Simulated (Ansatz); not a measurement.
**Lu: the crystal squeezed far**

One table from this session's results is given with a row withheld; the runs are named, their logs left out.

Method: DFT, PBE, PAW with Ansatz's default frozen-core files, scalar-relativistic, in Ansatz 0.2.0.

**Starting point**

Symmetry: Im-3m, No. 229, cubic system. Conventional cell: a = 3.878 Å, b = 3.878 Å, c = 3.878 Å, α = 90.00°, β = 90.00°, γ = 90.00°. Lu (site symmetry m-3m) has 8 Lu at 3.36 Å in its first shell of neighbours.

Structure file:

```cif
data_structure
_symmetry_space_group_name_H-M 'P 1'
_symmetry_Int_Tables_number 1
_cell_length_a 3.3589
_cell_length_b 3.3589
_cell_length_c 3.3589
_cell_angle_alpha 109.471
_cell_angle_beta 109.471
_cell_angle_gamma 109.471
_cell_volume 29.17
loop_
_atom_site_label
_atom_site_type_symbol
_atom_site_fract_x
_atom_site_fract_y
_atom_site_fract_z
_atom_site_occupancy
Lu1 Lu 0.00000 0.00000 0.00000 1
```

Whether this phase is the stable one at these pressures isn't tested.

The first run:

input.yaml

```yaml
crystal:
  lattice:
    - [-1.939235005, 1.939235005, 1.939235005]
    - [1.939235005, -1.939235005, 1.939235005]
    - [1.939235005, 1.939235005, -1.939235005]
  atoms:
    - { symbol: Lu, position: [0.0, 0.0, 0.0] }
kpoints:
  mp_grid: { grid: [14, 14, 14] }
scf:
  occupations: { method: fermi_dirac, width: 0.1 }
hamiltonian:
  xc: pbe
  pseudopotentials: { kind: paw }
output:
  forces: true
  stress: true
relax:
  f_tol: 0.005
  max_steps: 40
  cell: {}
```

Command:

```bash
$ ansatz run input.yaml --threads 1 --pin off --max-ram 2048MiB --backend cpu --events-out ev --progress --plain --runs-dir out
```

Among the steps run: Cell relaxed at zero pressure, PAW; Volume scaled by 1, PAW; Volume scaled by 0.95, PAW; Volume scaled by 0.85, PAW; Volume scaled by 0.75, PAW; Volume scaled by 0.65, PAW; Volume scaled by 0.55, PAW; Volume scaled by 0.55, PAW (cutoff 250 eV); Volume scaled by 0.45, PAW; Volume scaled by 0.4, PAW; Volume scaled by 0.4, PAW (partial_waves polarizable).

One table of the session follows, with a row left open; its other results are not shown here.

```
                         method  volume over the first  volume (Å³/atom)  pressure (GPa)
                            PAW                      1            29.672            0.02
                            PAW                   0.95            28.189            2.40
                            PAW                   0.85            25.222            8.98
                            PAW                   0.75            22.254           19.26
                            PAW                   0.65            19.287           36.33
                            PAW                   0.55                 ?               ?
                            PAW                   0.45            13.353          127.53
                            PAW                    0.4            11.869          184.05
            PAW (cutoff 250 eV)                   0.55            16.320           70.86
PAW (partial_waves polarizable)                    0.4            11.869          184.05
```

Q: Estimate the row for PAW, 0.55 from the others.

The run gave: volume (Å³/atom): 16.320; pressure (GPa): 66.38.

To keep in mind: Warnings in the runs' records: cutoff below recommended.
